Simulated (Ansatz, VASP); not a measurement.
# In: VASP beside Ansatz

```
In
1.0
     3.32877    0.00000    0.00000
    -1.66438    2.88280    0.00000
     0.00000    0.00000    5.46842
In
2
Cartesian
  0.0000 1.9219 1.3671
  1.6644 0.9609 4.1013
```

Alike in both runs: functional PBE; dispersion D3(BJ); k mesh 15 × 15 × 8; occupations gaussian, width 0.1 eV; no spin polarisation.

Ansatz relaxed the structure, and its values are those at the end. VASP's run is a single point on that final structure, the one shown.

|  | VASP | Ansatz |
| --- | --- | --- |
| version | VASP 6.6.1 | Ansatz 0.2.0 |
| potentials or method | VASP PAW PBE potentials, release 64 (In_d) | scalar-relativistic, plane waves, PAW |
| plane-wave cutoff (eV) | 520 | 420 |
| valence electrons in the cell | 26 | 26 |

|  | VASP | Ansatz | Ansatz less VASP |
| --- | --- | --- | --- |
| gap on the k mesh at the Fermi level (eV) | none | none | - |
| pressure (GPa) | 0.0 | 0.0 | +0.05 |

A gap of «none» marks a metal or a gap that the smearing closes.

Caveats: pairwise dispersion overbinds metals, which lowers pressure and volume.
